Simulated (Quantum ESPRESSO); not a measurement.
# BAs (F-43m) in Quantum ESPRESSO: equation of state

Aim: energy against volume of BAs in PBE, for its equilibrium volume and stiffness.

Program: Quantum ESPRESSO 7.5. These are calculated values, not measurements. Logs are shortened: lines on timing, memory, paths and dates and some standing lists are left out, and cuts for length are marked.

**Experimental background.**

From “Basic Physical Properties of Cubic Boron Arsenide”, 2019, arxiv:1911.11281, for a bulk crystal of BAs: bulk modulus 148 GPa.

How close the calculation comes is told below.

### 1 The crystal as given

Symmetry: F-43m, No. 216, cubic system. The conventional cell has a = 4.777 Å, b = 4.777 Å, c = 4.777 Å, α = 90.00°, β = 90.00°, γ = 90.00°. As (site symmetry -43m) is surrounded by 4 B at 2.07 Å. Around B (site symmetry -43m) lie 4 As at 2.07 Å.

### 2 Single point, PBE, 12.81 Å³/atom

File pw.in:

```
&CONTROL
  calculation = 'scf'
  prefix = 'pwscf'
  outdir = './tmp'
  pseudo_dir = './pseudo'
  tprnfor = .true.
  tstress = .true.
  disk_io = 'nowf'
/
&SYSTEM
  ibrav = 0
  nat = 2
  ntyp = 2
  ecutwfc = 55
  ecutrho = 440
  nbnd = 9
  occupations = 'smearing'
  smearing = 'fd'
  degauss = 0.00367493
/
&ELECTRONS
  conv_thr = 4d-10
  electron_maxstep = 120
  mixing_beta = 0.5
/
ATOMIC_SPECIES
As    74.9216 As.pbe-n-rrkjus_psl.0.2.UPF
B     10.8100 b_pbe_v1.4.uspp.F.UPF
CELL_PARAMETERS angstrom
   0.0000000000    2.3397414207    2.3397414207
   2.3397414207    0.0000000000    2.3397414207
   2.3397414207    2.3397414207    0.0000000000
ATOMIC_POSITIONS crystal
As     0.7500000000    0.7500000000    0.7500000000
B      0.0000000000    0.0000000000    0.0000000000
K_POINTS automatic
10 10 10 0 0 0
```

Potentials or basis: SSSP 1.3 efficiency PBE.

The run is started by

```console
OMP_NUM_THREADS=1 pw.x -in pw.in > pw.out
```

pw.out:

```text
This program is part of the open-source Quantum ESPRESSO suite
     for quantum simulation of materials; please cite
[... 6 lines left out ...]
     using ibrav=0 with symmetry is DISCOURAGED, use correct ibrav instead

     Subspace diagonalization in iterative solution of the eigenvalue problem:
     a serial algorithm will be used

     G-vector sticks info
     --------------------
     sticks:   dense  smooth     PW     G-vecs:    dense   smooth      PW
     Sum        1177     595    187                26813     9505    1687

     Using Slab Decomposition

     bravais-lattice index     =            0
     lattice parameter (alat)  =       6.2529  a.u.
     unit-cell volume          =     172.8742 (a.u.)^3
     number of atoms/cell      =            2
     number of atomic types    =            2
     number of electrons       =         8.00
     number of Kohn-Sham states=            9
     kinetic-energy cutoff     =      55.0000  Ry
     charge density cutoff     =     440.0000  Ry
     scf convergence threshold =      4.0E-10
     mixing beta               =       0.5000
     number of iterations used =            8  plain     mixing
     Exchange-correlation=  SLA  PW   PBX  PBC
                           (   1   4   3   4   0   0   0)

     celldm(1)=   6.252904  celldm(2)=   0.000000  celldm(3)=   0.000000
     celldm(4)=   0.000000  celldm(5)=   0.000000  celldm(6)=   0.000000

     crystal axes: (cart. coord. in units of alat)
               a(1) = (   0.000000   0.707107   0.707107 )
               a(2) = (   0.707107   0.000000   0.707107 )
               a(3) = (   0.707107   0.707107   0.000000 )

     reciprocal axes: (cart. coord. in units 2 pi/alat)
               b(1) = ( -0.707107  0.707107  0.707107 )
               b(2) = (  0.707107 -0.707107  0.707107 )
               b(3) = (  0.707107  0.707107 -0.707107 )

     PseudoPot. # 1 for As read from file:
     As.pbe-n-rrkjus_psl.0.2.UPF
     Pseudo is Ultrasoft + core correction, Zval =  5.0
     Generated using "atomic" code by A. Dal Corso  v.5.0.99 svn rev. 10869
     Using radial grid of 1209 points,  4 beta functions with:
                l(1) =   0
                l(2) =   0
                l(3) =   1
                l(4) =   1
     Q(r) pseudized with 0 coefficients

     PseudoPot. # 2 for B  read from file:
     b_pbe_v1.4.uspp.F.UPF
     Pseudo is Ultrasoft + core correction, Zval =  3.0
     Generated by new atomic code, or converted to UPF format
     Using radial grid of  781 points,  4 beta functions with:
                l(1) =   0
                l(2) =   0
                l(3) =   1
                l(4) =   1
     Q(r) pseudized with  8 coefficients,  rinner =    1.100   1.100   1.100

     atomic species   valence    mass     pseudopotential
     As                5.00    74.92160     As( 1.00)
     B                 3.00    10.81000     B ( 1.00)

     24 Sym. Ops. (no inversion) found

   Cartesian axes

     site n.     atom                  positions (alat units)
         1        As     tau(   1) = (   1.0606602   1.0606602   1.0606602  )
         2        B      tau(   2) = (   0.0000000   0.0000000   0.0000000  )

     number of k points=    47  Fermi-Dirac smearing, width (Ry)=  0.0037
                       cart. coord. in units 2pi/alat
        k(    1) = (   0.0000000   0.0000000   0.0000000), wk =   0.0020000
        k(    2) = (   0.0707107   0.0707107  -0.0707107), wk =   0.0160000
        k(    3) = (   0.1414214   0.1414214  -0.1414214), wk =   0.0160000
        k(    4) = (   0.2121320   0.2121320  -0.2121320), wk =   0.0160000
        k(    5) = (   0.2828427   0.2828427  -0.2828427), wk =   0.0160000
        k(    6) = (  -0.3535534  -0.3535534   0.3535534), wk =   0.0080000
[... 39 lines left out ...]
        k(   46) = (  -0.0707107  -0.3535534   0.6363961), wk =   0.0480000
        k(   47) = (  -0.7071068   0.2828427   0.0000000), wk =   0.0240000

     Dense  grid:    26813 G-vectors     FFT dimensions: (  45,  45,  45)

     Smooth grid:     9505 G-vectors     FFT dimensions: (  30,  30,  30)

     Initial potential from superposition of free atoms

     starting charge       7.9995, renormalised to       8.0000
     Starting wfcs are    8 randomized atomic wfcs +    1 random wfcs

     Self-consistent Calculation

     iteration #  1     ecut=    55.00 Ry     beta= 0.50
     Davidson diagonalization with overlap
     ethr =  1.00E-02,  avg # of iterations =  4.7

     total energy              =     -24.55657578 Ry
     estimated scf accuracy    <       0.17402914 Ry
[... 50 lines left out ...]
     iteration #  9     ecut=    55.00 Ry     beta= 0.50
     Davidson diagonalization with overlap
     ethr =  5.21E-12,  avg # of iterations =  2.0

     End of self-consistent calculation

          k = 0.0000 0.0000 0.0000 (  1243 PWs)   bands (ev):

    -6.4637   9.4967   9.4967   9.4967  12.8899  12.8899  12.8899  15.1282
    19.6052
[... 63 lines left out ...]
    -5.3861   4.8060   6.9522   8.6669  13.5469  14.0385  14.8579  17.3335
    19.8937

          k = 0.0000-0.1414 0.1414 (  1205 PWs)   bands (ev):

    -6.0034   6.9972   7.7602   9.1904  13.3826  13.4771  14.2008  16.6146
    21.2246

          k = 0.2828 0.0000 0.0000 (  1191 PWs)   bands (ev):
[... 26 lines left out ...]
    -3.7468   2.1800   4.6237   7.4402  13.1864  15.6906  16.1081  18.1415
    20.5121

          k = 0.0000-0.2828 0.2828 (  1199 PWs)   bands (ev):

    -4.6813   3.8666   5.1664   8.1440  13.6938  14.8382  15.8446  16.9979
    19.6089

          k = 0.4243 0.0000 0.0000 (  1198 PWs)   bands (ev):
[... 31 lines left out ...]
    -2.2561   1.0942   4.6241   5.3464  10.9693  11.9805  20.7735  20.7853
    22.7840

          k = 0.0000-0.5657 0.5657 (  1182 PWs)   bands (ev):

    -1.9162   0.9155   3.4928   5.5908  11.2747  14.0247  19.9185  20.3561
    21.4311

          k =-0.7071 0.0000 0.0000 (  1162 PWs)   bands (ev):

    -1.9603   0.6365   5.1854   5.1854  10.8281  10.8785  21.5649  21.5649
    23.1586

          k = 0.2828 0.1414 0.0000 (  1194 PWs)   bands (ev):
[... 36 lines left out ...]
    -2.7717   1.4212   3.8149   6.1493  13.3602  15.4536  17.3096  19.1302
    20.0344

          k = 0.0000-0.2828 0.4243 (  1189 PWs)   bands (ev):

    -3.6708   2.6217   4.1733   6.8046  13.8028  14.9864  16.1112  18.1862
    20.9427

          k =-0.1414-0.5657 0.7071 (  1195 PWs)   bands (ev):
[... 11 lines left out ...]
    -2.0900   1.2324   3.0991   5.4501  12.7213  16.4596  17.5466  18.5485
    20.8518

          k =-0.7071 0.1414 0.0000 (  1182 PWs)   bands (ev):

    -1.8949   0.7838   4.6159   4.6836  11.8754  12.0179  20.3530  20.7011
    22.6446

          k =-0.1414-0.4243 0.7071 (  1197 PWs)   bands (ev):
[... 6 lines left out ...]
    -2.0129   1.2170   3.4309   4.6881  14.3308  15.5470  16.7732  17.9598
    21.5042

          k =-0.7071 0.2828 0.0000 (  1188 PWs)   bands (ev):

    -1.7810   1.0902   3.7875   4.0301  14.0992  14.6037  17.7818  17.8424
    22.4589

     the Fermi energy is    10.0324 ev

!    total energy              =     -24.58801691 Ry
     estimated scf accuracy    <          1.4E-10 Ry
     smearing contrib. (-TS)   =      -0.00000001 Ry
     internal energy E=F+TS    =     -24.58801690 Ry

     The total energy is F=E-TS. E is the sum of the following terms:
     one-electron contribution =       6.89160300 Ry
     hartree contribution      =       1.18204506 Ry
     xc contribution           =     -12.31284773 Ry
     ewald contribution        =     -20.34881722 Ry

     convergence has been achieved in   9 iterations

     Forces acting on atoms (cartesian axes, Ry/au):

     atom    1 type  1   force =    -0.00000000    0.00000000   -0.00000000
     atom    2 type  2   force =    -0.00000000   -0.00000000    0.00000000

     Total force =     0.000000     Total SCF correction =     0.000000

     Computing stress (Cartesian axis) and pressure

          total   stress  (Ry/bohr**3)                   (kbar)     P=      136.66
   0.00092899  -0.00000000  -0.00000000          136.66       -0.00       -0.00
   0.00000000   0.00092899   0.00000000            0.00      136.66        0.00
   0.00000000   0.00000000   0.00092899            0.00        0.00      136.66

=------------------------------------------------------------------------------=
   JOB DONE.
=------------------------------------------------------------------------------=
```

Wall time 4.9 s (1 thread of Intel Xeon 6975P-C (Granite Rapids), shared host); peak memory 0.08 GiB.

Results:

```yaml
Free_energy: -334.5370 eV
Pressure: 13.7 GPa
Band_gap_on_the_k_mesh: 1.11 eV, indirect (least direct gap 3.39 eV)
```

### 3 Single point, PBE, 13.08 Å³/atom

pw.in: that of step 2 with these lines changed.

```diff
@@ -29,5 +29,5 @@
 CELL_PARAMETERS angstrom
-   0.0000000000    2.3397414207    2.3397414207
-   2.3397414207    0.0000000000    2.3397414207
-   2.3397414207    2.3397414207    0.0000000000
+   0.0000000000    2.3562190158    2.3562190158
+   2.3562190158    0.0000000000    2.3562190158
+   2.3562190158    2.3562190158    0.0000000000
 ATOMIC_POSITIONS crystal
```

Potentials or basis: SSSP 1.3 efficiency PBE.

The run is started by

```console
OMP_NUM_THREADS=1 pw.x -in pw.in > pw.out
```

Run time: 5 s. Hardware: 1 thread of Intel Xeon 6975P-C (Granite Rapids), shared host; peak memory 0.08 GiB.

The run converged. Its results:

```yaml
Free_energy: -334.5772 eV
Pressure: 9.9 GPa
Band_gap_on_the_k_mesh: 1.13 eV, indirect (least direct gap 3.36 eV)
```

### 4 Single point, PBE, 13.35 Å³/atom

pw.in: that of step 3 with these lines changed.

```diff
@@ -29,5 +29,5 @@
 CELL_PARAMETERS angstrom
-   0.0000000000    2.3562190158    2.3562190158
-   2.3562190158    0.0000000000    2.3562190158
-   2.3562190158    2.3562190158    0.0000000000
+   0.0000000000    2.3724693156    2.3724693156
+   2.3724693156    0.0000000000    2.3724693156
+   2.3724693156    2.3724693156    0.0000000000
 ATOMIC_POSITIONS crystal
```

The run is started by

```console
OMP_NUM_THREADS=1 pw.x -in pw.in > pw.out
```

Run time: 5.1 s. Hardware: 1 thread of Intel Xeon 6975P-C (Granite Rapids), shared host; peak memory 0.08 GiB.

Results (log left out):

```
Free energy            : -334.6052 eV
Pressure               : 6.5 GPa
Band gap on the k mesh : 1.15 eV, indirect (least direct gap 3.33 eV)
```

### 5 Single point, PBE, 13.63 Å³/atom

pw.in: that of step 4 with these lines changed.

```diff
@@ -29,5 +29,5 @@
 CELL_PARAMETERS angstrom
-   0.0000000000    2.3724693156    2.3724693156
-   2.3724693156    0.0000000000    2.3724693156
-   2.3724693156    2.3724693156    0.0000000000
+   0.0000000000    2.3885000000    2.3885000000
+   2.3885000000    0.0000000000    2.3885000000
+   2.3885000000    2.3885000000    0.0000000000
 ATOMIC_POSITIONS crystal
```

The run is started by

```console
OMP_NUM_THREADS=1 pw.x -in pw.in > pw.out
```

It took 5 s on 1 thread of Intel Xeon 6975P-C (Granite Rapids), shared host; peak memory 0.08 GiB.

Results (log left out):

| Property | Result |
| --- | --- |
| Free energy | -334.6223 eV |
| Pressure | 3.4 GPa |
| Band gap on the k mesh | 1.17 eV, indirect (least direct gap 3.31 eV) |

### 6 Single point, PBE, 13.90 Å³/atom

pw.in: that of step 5 with these lines changed.

```diff
@@ -29,5 +29,5 @@
 CELL_PARAMETERS angstrom
-   0.0000000000    2.3885000000    2.3885000000
-   2.3885000000    0.0000000000    2.3885000000
-   2.3885000000    2.3885000000    0.0000000000
+   0.0000000000    2.4043183418    2.4043183418
+   2.4043183418    0.0000000000    2.4043183418
+   2.4043183418    2.4043183418    0.0000000000
 ATOMIC_POSITIONS crystal
```

Potentials or basis: SSSP 1.3 efficiency PBE.

The run is started by

```console
OMP_NUM_THREADS=1 pw.x -in pw.in > pw.out
```

pw.out:

```text
This program is part of the open-source Quantum ESPRESSO suite
     for quantum simulation of materials; please cite
[... 6 lines left out ...]
     using ibrav=0 with symmetry is DISCOURAGED, use correct ibrav instead

     Subspace diagonalization in iterative solution of the eigenvalue problem:
     a serial algorithm will be used

     G-vector sticks info
     --------------------
     sticks:   dense  smooth     PW     G-vecs:    dense   smooth      PW
     Sum        1261     637    199                29363    10417    1837

     Using Slab Decomposition

     bravais-lattice index     =            0
     lattice parameter (alat)  =       6.4255  a.u.
     unit-cell volume          =     187.5869 (a.u.)^3
     number of atoms/cell      =            2
     number of atomic types    =            2
     number of electrons       =         8.00
     number of Kohn-Sham states=            9
     kinetic-energy cutoff     =      55.0000  Ry
     charge density cutoff     =     440.0000  Ry
     scf convergence threshold =      4.0E-10
     mixing beta               =       0.5000
     number of iterations used =            8  plain     mixing
     Exchange-correlation=  SLA  PW   PBX  PBC
                           (   1   4   3   4   0   0   0)

     celldm(1)=   6.425484  celldm(2)=   0.000000  celldm(3)=   0.000000
     celldm(4)=   0.000000  celldm(5)=   0.000000  celldm(6)=   0.000000

     crystal axes: (cart. coord. in units of alat)
[... 48 lines left out ...]
        k(    4) = (   0.2121320   0.2121320  -0.2121320), wk =   0.0160000
        k(    5) = (   0.2828427   0.2828427  -0.2828427), wk =   0.0160000
        k(    6) = (  -0.3535534  -0.3535534   0.3535534), wk =   0.0080000
[... 39 lines left out ...]
        k(   46) = (  -0.0707107  -0.3535534   0.6363961), wk =   0.0480000
        k(   47) = (  -0.7071068   0.2828427   0.0000000), wk =   0.0240000

     Dense  grid:    29363 G-vectors     FFT dimensions: (  45,  45,  45)

     Smooth grid:    10417 G-vectors     FFT dimensions: (  32,  32,  32)

     Initial potential from superposition of free atoms

     starting charge       7.9995, renormalised to       8.0000
     Starting wfcs are    8 randomized atomic wfcs +    1 random wfcs

     Self-consistent Calculation

     iteration #  1     ecut=    55.00 Ry     beta= 0.50
     Davidson diagonalization with overlap
     ethr =  1.00E-02,  avg # of iterations =  4.6

     total energy              =     -24.56749846 Ry
     estimated scf accuracy    <       0.14485935 Ry
[... 50 lines left out ...]
     iteration #  9     ecut=    55.00 Ry     beta= 0.50
     Davidson diagonalization with overlap
     ethr =  5.06E-12,  avg # of iterations =  2.1

     End of self-consistent calculation

          k = 0.0000 0.0000 0.0000 (  1291 PWs)   bands (ev):

    -6.8281   8.3776   8.3776   8.3776  11.6568  11.6568  11.6568  12.9182
    18.0461
[... 228 lines left out ...]
    -2.6172   0.3632   3.1538   3.3886  12.9260  13.2366  16.1501  16.2901
    20.6201

     the Fermi energy is     8.9565 ev

!    total energy              =     -24.59480091 Ry
     estimated scf accuracy    <          1.1E-10 Ry
     smearing contrib. (-TS)   =      -0.00000001 Ry
     internal energy E=F+TS    =     -24.59480091 Ry

     The total energy is F=E-TS. E is the sum of the following terms:
     one-electron contribution =       6.15775435 Ry
     hartree contribution      =       1.25265353 Ry
     xc contribution           =     -12.20293482 Ry
     ewald contribution        =     -19.80227397 Ry

     convergence has been achieved in   9 iterations

     Forces acting on atoms (cartesian axes, Ry/au):

     atom    1 type  1   force =     0.00000000    0.00000000   -0.00000000
     atom    2 type  2   force =     0.00000000   -0.00000000    0.00000000

     Total force =     0.000000     Total SCF correction =     0.000000

     Computing stress (Cartesian axis) and pressure

          total   stress  (Ry/bohr**3)                   (kbar)     P=        6.57
   0.00004465  -0.00000000  -0.00000000            6.57       -0.00       -0.00
  -0.00000000   0.00004465  -0.00000000           -0.00        6.57       -0.00
  -0.00000000  -0.00000000   0.00004465           -0.00       -0.00        6.57

=------------------------------------------------------------------------------=
   JOB DONE.
=------------------------------------------------------------------------------=
```

Wall time 5.1 s (1 thread of Intel Xeon 6975P-C (Granite Rapids), shared host); peak memory 0.08 GiB.

What came out:

| Item | Value |
| --- | --- |
| Free energy | -334.6293 eV |
| Pressure | 0.7 GPa |
| Band gap on the k mesh | 1.19 eV, indirect (least direct gap 3.28 eV) |

### 7 Single point, PBE, 14.17 Å³/atom

pw.in: that of step 6 with these lines changed.

```diff
@@ -29,5 +29,5 @@
 CELL_PARAMETERS angstrom
-   0.0000000000    2.4043183418    2.4043183418
-   2.4043183418    0.0000000000    2.4043183418
-   2.4043183418    2.4043183418    0.0000000000
+   0.0000000000    2.4199312360    2.4199312360
+   2.4199312360    0.0000000000    2.4199312360
+   2.4199312360    2.4199312360    0.0000000000
 ATOMIC_POSITIONS crystal
```

The run is started by

```console
OMP_NUM_THREADS=1 pw.x -in pw.in > pw.out
```

It took 5 s on 1 thread of Intel Xeon 6975P-C (Granite Rapids), shared host; peak memory 0.08 GiB.

Results (log left out):

```yaml
Free_energy: -334.6274 eV
Pressure: -1.9 GPa
Band_gap_on_the_k_mesh: 1.21 eV, indirect (least direct gap 3.25 eV)
```

### 8 Single point, PBE, 14.44 Å³/atom

pw.in: that of step 7 with these lines changed.

```diff
@@ -29,5 +29,5 @@
 CELL_PARAMETERS angstrom
-   0.0000000000    2.4199312360    2.4199312360
-   2.4199312360    0.0000000000    2.4199312360
-   2.4199312360    2.4199312360    0.0000000000
+   0.0000000000    2.4353452264    2.4353452264
+   2.4353452264    0.0000000000    2.4353452264
+   2.4353452264    2.4353452264    0.0000000000
 ATOMIC_POSITIONS crystal
```

The run is started by

```console
OMP_NUM_THREADS=1 pw.x -in pw.in > pw.out
```

It took 4.9 s on 1 thread of Intel Xeon 6975P-C (Granite Rapids), shared host; peak memory 0.08 GiB.

The run converged. Its results:

- Free energy: -334.6173 eV
- Pressure: -4.1 GPa
- Band gap on the k mesh: 1.23 eV, indirect (least direct gap 3.23 eV)

### 9 Equation of state, PBE

Potentials or basis: SSSP 1.3 efficiency PBE.

This step only gathers the single runs of the series.

What came out:

| Property | Result |
| --- | --- |
| Equilibrium volume | 13.97 Å³/atom |
| Bulk modulus | 132 GPa |
| Pressure derivative of the bulk modulus | 4.1 |

Energy against volume, from the lowest point:
| volume (Å³/atom) | energy (meV/atom) |
| --- | --- |
| 12.809 | 46.15 |
| 13.081 | 26.05 |
| 13.354 | 12.04 |
| 13.626 | 3.53 |
| 13.899 | 0.00 |
| 14.171 | 0.97 |
| 14.444 | 6.01 |

PBE usually gives volumes a little too large and moduli too small.

### 10 How close it comes

Step 9. Measured bulk modulus of BAs: 148 GPa (quoted in “Basic Physical Properties of Cubic Boron Arsenide”, 2019, arxiv:1911.11281). This calculation gives 132 GPa (-10.8 %). The fit is for a static lattice scaled at fixed shape and fixed fractional positions.
